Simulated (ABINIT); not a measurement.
Here is an ABINIT 10.8.3 (patched build) calculation.

Contents of run.abi:

```
# Datasets: ground state, then fixed potential
ndtset 2

# Pseudopotentials
pp_dirpath "./"
pseudos "P.LDA_PW-JTH.xml, B.LDA_PW-JTH.xml"

# Structure
acell 3.208850573 3.208850573 3.208850573 Angstrom
rprim
     0.0000000000     0.7071067812     0.7071067812
     0.7071067812     0.0000000000     0.7071067812
     0.7071067812     0.7071067812     0.0000000000
ntypat 2
znucl 15 5
natom 2
typat 1 2
xred
     0.7500000000     0.7500000000     0.7500000000
     0.0000000000     0.0000000000     0.0000000000

# Plane-wave basis
ecut 20.0
pawecutdg 40.0

# Exchange and correlation
ixc 1

# Bands and occupations
occopt 3
tsmear 0.00183747

# SCF cycle
nstep 100

# Output
iomode 3
prtwf 0
prteig 0
prtebands 0
enunit 1
prtden1 1

# Dataset 1
kptopt1 1
ngkpt1 10 10 10
nshiftk1 1
shiftk1 0.0 0.0 0.0
nband1 8
tolvrs1 1.0e-9

# Dataset 2: bands along G-X-W-K-G-L-U-W-L-K
iscf2 -2
getden2 1
nband2 12
nbdbuf2 2
tolwfr2 1.0e-12
kptopt2 -9
ndivsm2 6
prteig2 1
kptbounds2
     0.0000000000     0.0000000000     0.0000000000
     0.5000000000     0.0000000000     0.5000000000
     0.5000000000     0.2500000000     0.7500000000
     0.3750000000     0.3750000000     0.7500000000
     0.0000000000     0.0000000000     0.0000000000
     0.5000000000     0.5000000000     0.5000000000
     0.6250000000     0.2500000000     0.6250000000
     0.5000000000     0.2500000000     0.7500000000
     0.5000000000     0.5000000000     0.5000000000
     0.3750000000     0.3750000000     0.7500000000
```

Potentials or basis: JTH PAW LDA v2.0.

Run with:

```bash
$ abinit run.abi > log 2>&1
```

(1) Predict the band gap along the path.

(2) Predict the pressure.

(3) Predict the band gap on the k mesh.

Answers

(1) 1.18 eV, indirect (least direct gap 3.38 eV).

(2) -5.2 GPa.

(3) 1.19 eV, indirect (least direct gap 3.38 eV).
